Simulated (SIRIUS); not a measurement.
# PbS (P-6m2) in SIRIUS: reference runs

Reference runs on PbS: the cell as given and a disturbed copy, then over a range of volumes.

All numbers are computed with SIRIUS 7.10.0; they aren't measurements. Logs are shortened: lines on timing, memory, paths and dates and some standing lists are left out, and cuts for length are marked. The log counts tension as positive stress, the text compression.

### 1 The structure

Symmetry: P-6m2, No. 187, hexagonal system. The conventional cell has a = 4.090 Å, b = 4.090 Å, c = 3.788 Å, α = 90.00°, β = 90.00°, γ = 120.00°. Around Pb (site symmetry -6m2) lie 6 S at 3.03 Å. S (site symmetry -6m2) has 6 Pb at 3.03 Å as nearest neighbours.

Measurements of this composition are mostly on another form, of space group No. 225.

### 2 Single point, PBE

sirius.json reads:

```json
{
  "control": {
    "processing_unit": "cpu",
    "verbosity": 2,
    "num_bands_to_print": 17,
    "print_forces": true,
    "print_stress": true
  },
  "parameters": {
    "electronic_structure_method": "pseudopotential",
    "xc_functionals": ["XC_GGA_X_PBE", "XC_GGA_C_PBE"],
    "gk_cutoff": 7.5,
    "pw_cutoff": 15.0,
    "ngridk": [8, 8, 7],
    "shiftk": [0, 0, 0],
    "smearing": "fermi_dirac",
    "smearing_width": 0.0018374661,
    "num_bands": 17,
    "num_mag_dims": 0,
    "num_dft_iter": 100,
    "energy_tol": 1e-08,
    "density_tol": 1e-06
  },
  "iterative_solver": {
    "type": "davidson",
    "min_tolerance": 1e-09,
    "tolerance_scale": [0.1, 0.25]
  },
  "mixer": {
    "type": "anderson",
    "beta": 0.7,
    "max_history": 8
  },
  "settings": {
    "tol_ne": 1e-10,
    "pseudo_grid_cutoff": 6.5
  },
  "unit_cell": {
    "lattice_vectors": [
      [1.0, 0.0, 0.0],
      [-0.499999999988, 0.866025403789, 0.0],
      [0.0, 0.0, 0.926270666]
    ],
    "lattice_vectors_scale": 7.7284085604,
    "atom_coordinate_units": "lattice",
    "atom_types": ["Pb", "S"],
    "atom_files": {
      "S": "S.json",
      "Pb": "Pb.json"
    },
    "atoms": {
      "Pb": [
        [0.0, 0.0, 0.0]
      ],
      "S": [
        [0.6666666667, 0.3333333333, 0.5]
      ]
    }
  }
}
```

Potentials or basis: PseudoDojo 0.4.1 PBE standard (scalar relativistic).

Run with:

```sh
upf_to_json S.upf
upf_to_json Pb.upf
OMP_NUM_THREADS=1 sirius.scf --input=sirius.json --output=out.json --task=0
```

The program printed:

```text
[info] SIRIUS version : 7.10.0
[info] number of MPI ranks           : 1
[info] MPI grid                      : 1 1
[info] maximum number of OMP threads : 1
[fft] FFT context for density and potential
[fft] =====================================
[fft]   comm size                             : 1
[fft]   plane wave cutoff                     : 15
[fft]   grid size                             : 40 40 40   total : 64000
[fft]   grid limits                           : -19 20   -19 20   -19 20
[fft]   number of G-vectors within the cutoff : 10560
[fft]   local number of G-vectors             : 10560
[fft]   number of G-shells                    : 1101
[fft] FFT context for coarse grid
[fft] =====================================
[fft]   comm size                             : 1
[fft]   plane wave cutoff                     : 15
[fft]   grid size                             : 40 40 40   total : 64000
[fft]   grid limits                           : -19 20   -19 20   -19 20
[fft]   number of G-vectors within the cutoff : 10560
[fft]   local number of G-vectors             : 10560
[fft]   number of G-shells                    : 1101
[unit cell] lattice vectors
[unit cell]   a1 :       7.7284085604      0.0000000000      0.0000000000
[unit cell]   a2 :      -3.8642042801      6.6929981442      0.0000000000
[unit cell]   a3 :       0.0000000000      0.0000000000      7.1585981444
[unit cell] reciprocal lattice vectors
[unit cell]   b1 :       0.8129985958      0.4693849581     -0.0000000000
[unit cell]   b2 :       0.0000000000      0.9387699162      0.0000000000
[unit cell]   b3 :       0.0000000000     -0.0000000000      0.8777116945
[unit cell] unit cell volume :       370.28725223 [a.u.^3]
[unit cell] 1/sqrt(omega)    :         0.05196736
[unit cell] MT volume        :         0.00000000 ( 0.00%)
[unit cell] IT volume        :       370.28725223 (100.00%)
[unit cell] number of atom types : 2
[unit cell] type id : 0 symbol : Pb mt_radius :  16.770000 num_atoms : 1
[unit cell] type id : 1 symbol :  S mt_radius :  11.450000 num_atoms : 1
[unit cell] total number of atoms : 2
[unit cell] number of symmetry classes : 2
[unit cell] number of PAW atoms : 0
[unit cell] atom id  type id  class id             position                      vector_field
[unit cell] ------------------------------------------------------------------------------------------
[unit cell]      0        0        0      0.00000   0.00000   0.00000      0.00000   0.00000   0.00000
[unit cell]      1        1        1      0.66667   0.33333   0.50000      0.00000   0.00000   0.00000
[unit cell] atom id         position (Cartesian, a.u.)
[unit cell] ---------------------------------------------
[unit cell]      0       0.000000    0.000000    0.000000
[unit cell]      1       3.864204    2.230999    3.579299
[unit cell] class id : 0 atom id : 0
[unit cell] class id : 1 atom id : 1
[unit cell] minimum bond length:     5.720211
[unit cell] total number of pseudo wave-functions: 13
[sym] space group number   : 187
[sym] international symbol : P-6m2
[sym] Hall symbol          : P -6 2
[sym] space group transformation matrix :
[sym]   1.0000  0.0000  0.0000
[sym]   0.0000  1.0000  0.0000
[sym]   0.0000  0.0000  1.0000
[sym] space group origin shift :
[sym]   0.0000  0.0000  0.0000
[sym] number of space group operations  : 12
[sym] number of magnetic group operations : 12
[sym] metric tensor error: 1.4335e-09
[sym] rotation matrix error: 2.7713e-11
[sym] symmetry operations
[... list of symmetry operations ...]
[atom type] label          : Pb
[atom type] --------------------------------------------------------------------------------
[... 266 lines left out ...]
[find] bands are converged : false
[find] iterative solver converged : false
[find] +------------------------------+
[find] | SCF iteration  10 out of 100|
[find] +------------------------------+
[diagonalize] iterative solver tolerance (occupied, empty): 2.29921e-09 2.29921e-09
[diagonalize] average number of iterations: 3.5
[diagonalize] Lowest band energies
[diagonalize] ik:    0   -0.328693   -0.328187   -0.328187   -0.324258   -0.324258   -0.191759    0.054119    0.212629    0.230099    0.230099    0.418436    0.418436    0.485475    0.530053    0.552021    0.698316    0.698316
[diagonalize] ik:    1   -0.328581   -0.328276   -0.327849   -0.324434   -0.324296   -0.187314    0.044272    0.216991    0.223344    0.231010    0.395578    0.430140    0.495391    0.513153    0.592508    0.666501    0.688749
[diagonalize] ik:    2   -0.328872   -0.327936   -0.327029   -0.324854   -0.324387   -0.175119    0.019827    0.209309    0.228559    0.230815    0.369526    0.455650    0.478964    0.511324    0.614429    0.680890    0.696358
[diagonalize] ik:    3   -0.329292   -0.327476   -0.326202   -0.325272   -0.324477   -0.159741   -0.006948    0.197440    0.227573    0.242160    0.361722    0.448425    0.477175    0.501426    0.643036    0.694277    0.694567
[diagonalize] ik:    4   -0.329469   -0.327285   -0.325857   -0.325444   -0.324515   -0.151775   -0.019437    0.192976    0.225518    0.248666    0.362266    0.435908    0.484659    0.490285    0.692109    0.702496    0.704266
[diagonalize] ...
[diagonalize] ik:   35   -0.328013   -0.327124   -0.327076   -0.326055   -0.323979   -0.145209   -0.017687    0.189367    0.237891    0.245190    0.380302    0.385422    0.442209    0.545967    0.603576    0.627942    0.689284
[diagonalize] ik:   36   -0.328282   -0.327895   -0.326498   -0.326277   -0.323427   -0.136423   -0.000187    0.158972    0.197501    0.232137    0.349072    0.402957    0.450724    0.551545    0.631241    0.675761    0.736745
[diagonalize] ik:   37   -0.328873   -0.328086   -0.326452   -0.325976   -0.323060   -0.129698    0.016726    0.140270    0.165110    0.224680    0.331009    0.406749    0.453000    0.579060    0.664876    0.729770    0.768361
[diagonalize] ik:   38   -0.328665   -0.327627   -0.326645   -0.326403   -0.323115   -0.129785    0.016015    0.146677    0.169657    0.213631    0.309883    0.428289    0.480162    0.563538    0.653218    0.716874    0.752955
[diagonalize] ik:   39   -0.328826   -0.327412   -0.326822   -0.326399   -0.323026   -0.126915    0.024411    0.142955    0.157179    0.204796    0.295925    0.437623    0.491607    0.575622    0.679630    0.706088    0.743182
[find] Charges and magnetic moments
[find] --------------------------------------------------------------------------------
[find] total charge          : 20.000000
[find] Energy
[find] --------------------------------------------------------------------------------
[find] valence_eval_sum               :      -2.30375615
[find] <rho|V^{XC}>                   :     -14.36641744
[find] <rho|E^{XC}>                   :     -23.14784524
[find] <mag|B^{XC}>                   :       0.00000000
[find] <rho|V^{H}>                    :      31.95617856
[find] one-electron contribution      :     -19.89351727 (Ha),     -39.78703454 (Ry)
[find] hartree contribution           :      15.97808928
[find] xc contribution                :     -23.14784524
[find] ewald contribution             :     -54.38688548
[find] PAW contribution               :       0.00000000
[find] smearing (-TS)                 :      -0.00004783
[find] SCF correction                 :       0.00000023
[find] Total energy                   :     -81.45015848 (Ha),    -162.90031695 (Ry)
[find] Free energy (E-TS)             :     -81.45020631 (Ha),    -162.90041261 (Ry)
[find] band gap (eV)                  :       0.21123718
[find] Efermi                         :       0.29133491
[find] iteration : 10, RMS : 4.584652846711e-08, energy difference : 2.277005251017e-10
[find] Hartree energy of density residual : 5.480806148576e-13
[find] bands are converged : true
[find] iterative solver converged : true
[find] converged after 11 SCF iterations!
[find] Charges and magnetic moments
[find] --------------------------------------------------------------------------------
[find] total charge          : 20.000000
[find] Energy
[find] --------------------------------------------------------------------------------
[find] valence_eval_sum               :      -2.30375615
[find] <rho|V^{XC}>                   :     -14.36641744
[find] <rho|E^{XC}>                   :     -23.14784524
[find] <mag|B^{XC}>                   :       0.00000000
[find] <rho|V^{H}>                    :      31.95617856
[find] one-electron contribution      :     -19.89351727 (Ha),     -39.78703454 (Ry)
[find] hartree contribution           :      15.97808928
[find] xc contribution                :     -23.14784524
[find] ewald contribution             :     -54.38688548
[find] PAW contribution               :       0.00000000
[find] smearing (-TS)                 :      -0.00004783
[find] SCF correction                 :       0.00000023
[find] Total energy                   :     -81.45015848 (Ha),    -162.90031695 (Ry)
[find] Free energy (E-TS)             :     -81.45020631 (Ha),    -162.90041261 (Ry)
[find] band gap (eV)                  :       0.21123718
[find] Efermi                         :       0.29133491
[ground_state] === stress tensor components [kbar] ===
[ground_state] === stress_kin ===
[ground_state] -20331.762318    0.000000    0.000000
[ground_state]     0.000000-20331.762318    0.000000
[ground_state]     0.000000    0.000000-20349.797892
[ground_state] === stress_har ===
[ground_state] -3686.788996    0.000000    0.000000
[ground_state]     0.000000-3686.788996   -0.000000
[ground_state]     0.000000   -0.000000-5321.743062
[ground_state] === stress_ewald ===
[ground_state] 15293.364325   -0.000000   -0.000000
[ground_state]    -0.00000015293.364325    0.000000
[ground_state]    -0.000000    0.00000012626.133667
[ground_state] === stress_vloc ===
[ground_state] -2399.955841    0.000000   -0.000000
[ground_state]     0.000000-2399.955841    0.000000
[ground_state]    -0.000000    0.000000 1941.455288
[ground_state] === stress_xc ===
[ground_state] -6793.367345    0.000000    0.000000
[ground_state]     0.000000-6793.367345    0.000000
[ground_state]     0.000000    0.000000-6799.619692
[ground_state] === stress_core ===
[ground_state] 10647.599978   -0.000000    0.000000
[ground_state]    -0.00000010647.599978    0.000000
[ground_state]     0.000000    0.00000010649.391809
[ground_state] === stress_nonloc ===
[ground_state]  7270.296517   -0.000000    0.000000
[ground_state]    -0.000000 7270.296517    0.000000
[ground_state]     0.000000    0.000000 7253.334023
[ground_state] === stress_us_nl ===
[ground_state]  7270.296517   -0.000000    0.000000
[ground_state]    -0.000000 7270.296517    0.000000
[ground_state]     0.000000    0.000000 7253.334023
[ground_state] === stress_total ===
[ground_state]    -0.613679    0.000000    0.000000
[ground_state]     0.000000   -0.613679    0.000000
[ground_state]     0.000000    0.000000   -0.845859
[ground_state] ==== total Forces in Ha/bohr =====
[ground_state] atom:    0, force:      -0.0000000      0.0000000      0.0000000
[ground_state] atom:    1, force:      -0.0000000     -0.0000000      0.0000000
[ground_state] ==== ultrasoft contribution from Qij =====
[ground_state] atom:    0, force:       0.0000000      0.0000000      0.0000000
[ground_state] atom:    1, force:       0.0000000      0.0000000      0.0000000
[ground_state] ==== non-local contribution from Beta-projector =====
[ground_state] atom:    0, force:       0.0000000      0.0000000      0.0000000
[ground_state] atom:    1, force:       0.0000000     -0.0000000      0.0000000
[ground_state] ==== contribution from local potential =====
[ground_state] atom:    0, force:       0.0000000      0.0000000      0.0000000
[ground_state] atom:    1, force:      -0.0000000     -0.0000000      0.0000000
[ground_state] ==== contribution from core density =====
[ground_state] atom:    0, force:      -0.0000000      0.0000000      0.0000000
[ground_state] atom:    1, force:       0.0000000     -0.0000000      0.0000000
[ground_state] ==== Ewald forces from ions =====
[ground_state] atom:    0, force:       0.0000000      0.0000000      0.0000000
[ground_state] atom:    1, force:      -0.0000000      0.0000000      0.0000000
[~DFT_ground_state] local op. applied: 19440
[~DFT_ground_state] evp. work count: 4745.41
[~DFT_ground_state] number of iterative solver steps: 2015
```

Run time: 42 s. Hardware: 1 thread of Arm Neoverse V1, shared host; peak memory 0.38 GiB.

Results:

```
Free energy            : -2216.3730 eV
Pressure               : 0.1 GPa
Band gap on the k mesh : 0.21 eV
```

Caveat: spin-orbit coupling is left out, which as a rule narrows the gap of such compounds by several tenths of an eV; an odd mesh through Γ misses points on the zone boundary, where band edges often lie.

### 3 Single point, PBE, 25.79 Å³/atom (volume scaled by 0.94)

Changes to sirius.json since step 2:

```diff
@@ -39,7 +39,6 @@
     "lattice_vectors": [
-      [1.0, 0.0, 0.0],
-      [-0.499999999988, 0.866025403789, 0.0],
-      [0.0, 0.0, 0.926270666]
+      [7.570641668154, 0.0, 0.0],
+      [-3.785320833983, 6.55636800776, 0.0],
+      [0.0, 0.0, 7.012463300088]
     ],
-    "lattice_vectors_scale": 7.7284085604,
     "atom_coordinate_units": "lattice",
```

Potentials or basis: PseudoDojo 0.4.1 PBE standard (scalar relativistic).

Run with:

```sh
upf_to_json S.upf
upf_to_json Pb.upf
OMP_NUM_THREADS=1 sirius.scf --input=sirius.json --output=out.json --task=0
```

Wall time 38 s (1 thread of Arm Neoverse V1, shared host); peak memory 0.37 GiB.

The run converged. Its results:

```yaml
Free_energy: -2216.3378 eV
Pressure: 3.5 GPa
Band_gap_on_the_k_mesh: none (metal or under the smearing width)
```

### 4 Single point, PBE, 26.34 Å³/atom (volume scaled by 0.96)

Changes to sirius.json since step 3:

```diff
@@ -39,5 +39,5 @@
     "lattice_vectors": [
-      [7.570641668154, 0.0, 0.0],
-      [-3.785320833983, 6.55636800776, 0.0],
-      [0.0, 0.0, 7.012463300088]
+      [7.623957802747, 0.0, 0.0],
+      [-3.811978901279, 6.602541134638, 0.0],
+      [0.0, 0.0, 7.061848471561]
     ],
```

Run with:

```sh
upf_to_json S.upf
upf_to_json Pb.upf
OMP_NUM_THREADS=1 sirius.scf --input=sirius.json --output=out.json --task=0
```

It took 39 s on 1 thread of Arm Neoverse V1, shared host; peak memory 0.37 GiB.

It converged, with:

| Property | Result |
| --- | --- |
| Free energy | -2216.3575 eV |
| Pressure | 2.2 GPa |
| Band gap on the k mesh | 0.04 eV |

Caveat: spin-orbit coupling is left out, which as a rule narrows the gap of such compounds by several tenths of an eV; an odd mesh through Γ misses points on the zone boundary, where band edges often lie.

### 5 Single point, PBE, 26.89 Å³/atom (volume scaled by 0.98)

Changes to sirius.json since step 4:

```diff
@@ -39,5 +39,5 @@
     "lattice_vectors": [
-      [7.623957802747, 0.0, 0.0],
-      [-3.811978901279, 6.602541134638, 0.0],
-      [0.0, 0.0, 7.061848471561]
+      [7.676538483712, 0.0, 0.0],
+      [-3.838269241667, 6.648077340097, 0.0],
+      [0.0, 0.0, 7.110552413773]
     ],
```

Run with:

```sh
upf_to_json S.upf
upf_to_json Pb.upf
OMP_NUM_THREADS=1 sirius.scf --input=sirius.json --output=out.json --task=0
```

It took 40 s on 1 thread of Arm Neoverse V1, shared host; peak memory 0.37 GiB.

The run converged. Its results:

```yaml
Free_energy: -2216.3690 eV
Pressure: 1.1 GPa
Band_gap_on_the_k_mesh: 0.13 eV
```

Caveat: spin-orbit coupling is left out, which as a rule narrows the gap of such compounds by several tenths of an eV; an odd mesh through Γ misses points on the zone boundary, where band edges often lie.

### 6 Single point, PBE, 27.98 Å³/atom (volume scaled by 1.02)

Changes to sirius.json since step 5:

```diff
@@ -39,5 +39,5 @@
     "lattice_vectors": [
-      [7.676538483712, 0.0, 0.0],
-      [-3.838269241667, 6.648077340097, 0.0],
-      [0.0, 0.0, 7.110552413773]
+      [7.779591565697, 0.0, 0.0],
+      [-3.889795782754, 6.737323926925, 0.0],
+      [0.0, 0.0, 7.206007460701]
     ],
```

Potentials or basis: PseudoDojo 0.4.1 PBE standard (scalar relativistic).

Run with:

```sh
upf_to_json S.upf
upf_to_json Pb.upf
OMP_NUM_THREADS=1 sirius.scf --input=sirius.json --output=out.json --task=0
```

Wall time 42 s (1 thread of Arm Neoverse V1, shared host); peak memory 0.38 GiB.

It converged, with:

```yaml
Free_energy: -2216.3702 eV
Pressure: -0.9 GPa
Band_gap_on_the_k_mesh: 0.29 eV
```

Caveat: spin-orbit coupling is left out, which as a rule narrows the gap of such compounds by several tenths of an eV; an odd mesh through Γ misses points on the zone boundary, where band edges often lie.

### 7 Single point, PBE, 28.53 Å³/atom (volume scaled by 1.04)

Changes to sirius.json since step 6:

```diff
@@ -39,5 +39,5 @@
     "lattice_vectors": [
-      [7.779591565697, 0.0, 0.0],
-      [-3.889795782754, 6.737323926925, 0.0],
-      [0.0, 0.0, 7.206007460701]
+      [7.830109809584, 0.0, 0.0],
+      [-3.915054904698, 6.781074009549, 0.0],
+      [0.0, 0.0, 7.25280102813]
     ],
```

Run with:

```sh
upf_to_json S.upf
upf_to_json Pb.upf
OMP_NUM_THREADS=1 sirius.scf --input=sirius.json --output=out.json --task=0
```

Run time: 44 s. Hardware: 1 thread of Arm Neoverse V1, shared host; peak memory 0.39 GiB.

Results (log left out):

| Item | Value |
| --- | --- |
| Free energy | -2216.3611 eV |
| Pressure | -1.8 GPa |
| Band gap on the k mesh | 0.36 eV |

Caveat: spin-orbit coupling is left out, which as a rule narrows the gap of such compounds by several tenths of an eV; an odd mesh through Γ misses points on the zone boundary, where band edges often lie.

### 8 Single point, PBE, 29.08 Å³/atom (volume scaled by 1.06)

Changes to sirius.json since step 7:

```diff
@@ -39,5 +39,5 @@
     "lattice_vectors": [
-      [7.830109809584, 0.0, 0.0],
-      [-3.915054904698, 6.781074009549, 0.0],
-      [0.0, 0.0, 7.25280102813]
+      [7.879984465099, 0.0, 0.0],
+      [-3.93999223236, 6.824266728225, 0.0],
+      [0.0, 0.0, 7.298998458586]
     ],
```

Run with:

```sh
upf_to_json S.upf
upf_to_json Pb.upf
OMP_NUM_THREADS=1 sirius.scf --input=sirius.json --output=out.json --task=0
```

Run time: 44 s. Hardware: 1 thread of Arm Neoverse V1, shared host; peak memory 0.39 GiB.

It converged, with:

```yaml
Free_energy: -2216.3462 eV
Pressure: -2.6 GPa
Band_gap_on_the_k_mesh: 0.43 eV
```

Caveat: spin-orbit coupling is left out, which as a rule narrows the gap of such compounds by several tenths of an eV; an odd mesh through Γ misses points on the zone boundary, where band edges often lie.

### 9 Equation of state, PBE

Potentials or basis: PseudoDojo 0.4.1 PBE standard (scalar relativistic).

No new run: the results of the series are fitted here.

What came out:

- Equilibrium volume: 27.48 Å³/atom
- Bulk modulus at fixed shape and positions: 50 GPa
- Pressure derivative of the bulk modulus: 3.4

Energy against volume, from the lowest point:
```csv
volume (Å³/atom),energy (meV/atom)
25.789,17.59
26.338,7.78
26.887,2.02
27.435,0.00
27.984,1.42
28.533,5.98
29.082,13.40
```

Caveat: the cell was scaled at fixed shape and fractional positions, which overstates the stiffness of a crystal with free parameters, most of all of layers and chains. The run has no spin-orbit coupling, so splittings on Pb are missing.

[end of part 1 of 2]
